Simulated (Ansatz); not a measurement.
## TiAl3: generalised stacking fault

Level of theory: DFT PBEsol, scalar-relativistic, plane waves, PAW in Ansatz. Settings: plane waves to 420 eV, k-mesh 12×12×4 (Γ-centred), Gaussian smearing 0.15 eV. No spin polarisation. Energies are free energies at this smearing, counted from the undisturbed cell; pressure is positive in compression.

The undisturbed cell (relaxed at this level; this form isn't the usual structure):

```
Ti Al
1.0
     0.00000   -3.94834    0.00000
     0.00000    0.00000   -3.94834
    11.84503    0.00000    0.00000
Ti Al
3 9
Cartesian
  0.9871 0.0000 0.0000
  4.9354 0.0000 0.0000
  8.8838 0.0000 0.0000
  10.8579 -1.9742 0.0000
  2.9613 -1.9742 0.0000
  6.9096 -1.9742 0.0000
  10.8579 0.0000 -1.9742
  2.9613 0.0000 -1.9742
  6.9096 0.0000 -1.9742
  8.8838 -1.9742 -1.9742
  0.9871 -1.9742 -1.9742
  4.9354 -1.9742 -1.9742
```

The cut lies on the cell's a–b face, a (1 0 0) plane (indices in the standard cell, whose axes needn't be the Cartesian ones shown) of area 15.59 Å², between layers 1.97 Å apart. Vector c is tilted by f times 1·a + 0·b (length 3.948 Å) with the atoms' Cartesian places fixed: one unrelaxed fault a cell. The cell is metallic on the mesh throughout.

| f | γ (mJ/m²) | shear traction, the slope of γ along the slip (GPa) |
| --- | --- | --- |
| 0.0000 | 0 | 0.0 |
| 0.1000 | ? | ? |
| 0.2000 | 1424 | 37.5 |
| 0.4000 | 5152 | 40.2 |

By symmetry 0.6000 repeats 0.4000, 0.8000 repeats 0.2000 in energy, with the opposite slope along the path.

Problem. Give the withheld values.

Solution. γ (mJ/m²) at f = 0.1000: 341; shear traction, the slope of γ along the slip (GPa) at f = 0.1000: 17.6.